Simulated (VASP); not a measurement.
MgS (zincblende): one PBE single-point calculation in two programs

```xyz
2
Lattice="0.0000 2.8309 2.8309 2.8309 0.0000 2.8309 2.8309 2.8309 0.0000" Properties=species:S:1:pos:R:3 pbc="T T T"
Mg    0.0000    0.0000    0.0000
S     1.4154    1.4154    1.4154
```

Each program uses its own PAW datasets. VASP's cell holds 8 valence electrons and Ansatz's 16. Ansatz's stress includes a Pulay correction; VASP's doesn't. Ansatz solved a whole band path, VASP its corner points and band edges.

Cutoffs: 520 eV in VASP, 420 eV in Ansatz. k meshes: 8×8×8 and 8×8×8.

|  | VASP | Ansatz |
| --- | --- | --- |
| gap between bands v and c | 3.46 eV | 3.47 eV |
| least direct gap | 3.46 eV | 3.47 eV |
| pressure | 0.9 GPa | 1.1 GPa |

Band v is the last that the valence electrons fill when counted band by band, and c is the next. Levels in eV from the top of v, Ansatz:

```json
{"point": "Γ", "v−1": "0.00", "v": "0.00", "c": "3.47", "c+1": "7.93"}
{"point": "X", "v−1": "-1.03", "v": "-1.03", "c": "3.89", "c+1": "5.65"}
{"point": "W", "v−1": "-1.82", "v": "-1.32", "c": "5.53", "c+1": "7.91"}
{"point": "K", "v−1": "-1.86", "v": "-0.81", "c": "4.84", "c+1": "6.97"}
{"point": "L", "v−1": "-0.32", "v": "-0.32", "c": "5.12", "c+1": "7.62"}
```

VASP:

| point | v−1 | v | c | c+1 |
| --- | --- | --- | --- | --- |
| Γ | 0.00 | 0.00 | 3.46 | 7.95 |
| X | -1.03 | -1.03 | 3.89 | 5.65 |
| W | -1.83 | -1.32 | 5.54 | 7.92 |
| K | -1.87 | -0.81 | 4.84 | 6.98 |
| L | -0.33 | -0.33 | 5.12 | 7.64 |
